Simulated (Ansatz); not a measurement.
# Sn: single points about a listed cell

Aim: see how energy, forces, stress and gap of Sn answer to further strains and shifts, distortions that keep the symmetry, other functionals. Nothing is relaxed unless a step says so.

Computed with Ansatz 0.2.0 (DFT PBEsol, scalar-relativistic, plane waves, PAW, unless a step's input says otherwise).

1 further run of the same task is left out (set aside as unsound or not needed).

### Step 1. The structure to begin with

It takes space group Fd-3m (No. 227, cubic). Conventional cell: a = 6.491 Å, b = 6.491 Å, c = 6.491 Å, α = 90.00°, β = 90.00°, γ = 90.00°. Sn (site symmetry -43m) is surrounded by 4 Sn at 2.81 Å.

Coordinates:

```cif
data_structure
_symmetry_space_group_name_H-M 'Fd-3m:1'
_symmetry_Int_Tables_number 227
_cell_length_a 6.4912
_cell_length_b 6.4912
_cell_length_c 6.4912
_cell_angle_alpha 90.000
_cell_angle_beta 90.000
_cell_angle_gamma 90.000
_cell_volume 273.51
loop_
_atom_site_label
_atom_site_type_symbol
_atom_site_symmetry_multiplicity
_atom_site_Wyckoff_symbol
_atom_site_fract_x
_atom_site_fract_y
_atom_site_fract_z
_atom_site_occupancy
Sn1 Sn 8 a 0.50000 0.00000 0.50000 1
```

The structure comes from the Crystallography Open Database.

### Step 2. A distortion of lower symmetry

What differs from the listed cell: strain xx, yy, zz, yz, xz, xy = +0.0, +0.0, +0.0, +6.0, +6.0, -6.0 %; atoms moved by 0.03 Å root mean square, at most 0.03 Å.

File input.yaml:

```yaml
crystal:
  lattice:
    - [0.0, 3.440108808, 3.440108808]
    - [3.440108808, 0.0, 3.440108808]
    - [3.050636808, 3.050636808, 0.389472]
  atoms:
    - { symbol: Sn, position: [0.497331694, 0.497331694, 0.5080049181] }
    - { symbol: Sn, position: [0.752668306, 0.752668306, 0.7419950819] }
basis:
  ecutwfc: 420
kpoints:
  mp_grid: { grid: [12, 12, 12] }
hamiltonian:
  xc: pbesol
scf:
  occupations: { method: gaussian, width: 0.1 }
output:
  forces: true
  stress: true
  eigenvalues: true
  populations: true
```

### Step 3. A distortion of lower symmetry

File input.yaml:

```yaml
crystal:
  lattice:
    - [-0.075362832, 3.425860624, 3.425860624]
    - [3.529005792, 0.113596, 3.236901792]
    - [3.529005792, 3.236901792, 0.113596]
  atoms:
    - { symbol: Sn, position: [0.5079189874, 0.4979117704, 0.4979117704] }
    - { symbol: Sn, position: [0.7420810126, 0.7520882296, 0.7520882296] }
basis:
  ecutwfc: 420
kpoints:
  mp_grid: { grid: [10, 10, 10] }
hamiltonian:
  xc: pbesol
scf:
  occupations: { method: gaussian, width: 0.1 }
output:
  forces: true
  stress: true
  eigenvalues: true
```

### Step 4. A distortion of lower symmetry

File input.yaml:

```yaml
crystal:
  lattice:
    - [0.0, 3.358417056, 3.358417056]
    - [3.423329056, -0.064912, 3.423329056]
    - [3.358417056, 3.358417056, 0.0]
  atoms:
    - { symbol: Sn, position: [0.4911056466, 0.5266830603, 0.4911056466] }
    - { symbol: Sn, position: [0.7588943534, 0.7233169397, 0.7588943534] }
basis:
  ecutwfc: 420
kpoints:
  mp_grid: { grid: [9, 10, 9] }
hamiltonian:
  xc: pbesol
scf:
  occupations: { method: gaussian, width: 0.1 }
output:
  forces: true
  stress: true
  eigenvalues: true
```

### Step 5. A change within the space group

File input.yaml:

```yaml
crystal:
  lattice:
    - [0.0, 3.286884032, 3.286884032]
    - [3.286884032, 0.0, 3.286884032]
    - [3.286884032, 3.286884032, 0.0]
  atoms:
    - { symbol: Sn, position: [0.5, 0.5, 0.5] }
    - { symbol: Sn, position: [0.75, 0.75, 0.75] }
basis:
  ecutwfc: 420
kpoints:
  mp_grid: { grid: [12, 12, 12] }
hamiltonian:
  xc: pbesol
scf:
  occupations: { method: gaussian, width: 0.1 }
output:
  forces: true
  stress: true
  eigenvalues: true
  populations: true
```

### Step 6. Functional and cell changed: r2SCAN

File input.yaml:

```yaml
crystal:
  lattice:
    - [0.0, 3.145181136, 3.145181136]
    - [3.145181136, 0.0, 3.145181136]
    - [3.145181136, 3.145181136, 0.0]
  atoms:
    - { symbol: Sn, position: [0.5, 0.5, 0.5] }
    - { symbol: Sn, position: [0.75, 0.75, 0.75] }
basis:
  ecutwfc: 500
kpoints:
  mp_grid: { grid: [12, 12, 12] }
hamiltonian:
  xc: r2scan
scf:
  occupations: { method: gaussian, width: 0.1 }
output:
  forces: true
  stress: true
  eigenvalues: true
```

Before running it: what results should come out? Wanted: for each run, case; energy; pressure; largest force.

**Answer**, as computed:

| step | case | energy (meV/atom) | pressure (GPa) | largest force (eV/Å) | gap on the mesh (eV) |
| --- | --- | --- | --- | --- | --- |
| 2 | a distortion of lower symmetry | +0.0 | 3.8 | 2.54 | 0.00 |
| 3 | a distortion of lower symmetry | -142.6* | -2.3 | 0.71 | 0.00 |
| 4 | a distortion of lower symmetry | -133.1* | -2.7 | 0.92 | 0.00 |
| 5 | a change within the space group | -244.8 | -0.6 | 0.00 | 0.00 |
| 6 | functional and cell changed: r2SCAN | n/a | 7.5 | 0.00 | 0.34 |

Energies are counted from step 2, with the smearing taken to zero; a star marks another k mesh, which can shift energies by itself, so starred rows don't rank against the others. Other atoms or functionals have another zero of energy (n/a). A gap of 0.00 means none on the mesh at this level.

In words: Among the distorted cells of the listed formula and level the largest force, 2.54 eV/Å, comes in step 2, shared by 2 atoms. The pressure is 3.8 GPa in the smallest cell and -2.7 GPa in the largest; between them shape and moved atoms count too. The distorted cells of the listed formula and level show no gap on the mesh.

The gaps are Kohn-Sham values of a semilocal functional, not quasiparticle or optical gaps. Such gaps usually fall short of the measured ones.
